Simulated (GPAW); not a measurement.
MoS2, 6 atoms in the cell. The cell holds a slab with vacuum, 6 atoms: a = 3.185 Å, b = 3.185 Å, c = 21.671 Å, α = 90.00°, β = 90.00°, γ = 120.00°. 

- Program: GPAW 26.7.0
- Task: single point
- Functional: PBEsol
- Potentials or basis: PAW data sets generated in the run's folder for this functional
- Cutoff: 600 eV
- Basis: pw
- k mesh: 10 × 10 × 2
- Occupations: fermi-dirac, width 0.05 eV
- Spin: no spin polarisation
- Maxiter: 150

Potentials or basis: PAW data sets generated in the run's folder for this functional, pw.

The run is started by

```sh
$ gpaw-setup -f PBEsol Mo S
$ OMP_NUM_THREADS=1 python run.py
```

Hardware: 1 thread of Arm Neoverse V1, with other jobs on the host.

Estimate the wall time of this run.

It took 3.3 min on 1 thread of Arm Neoverse V1, with other jobs on the host, peak memory 0.38 GiB. Counts: scf iterations 12, plane waves 6402, bands 46, k points 28.
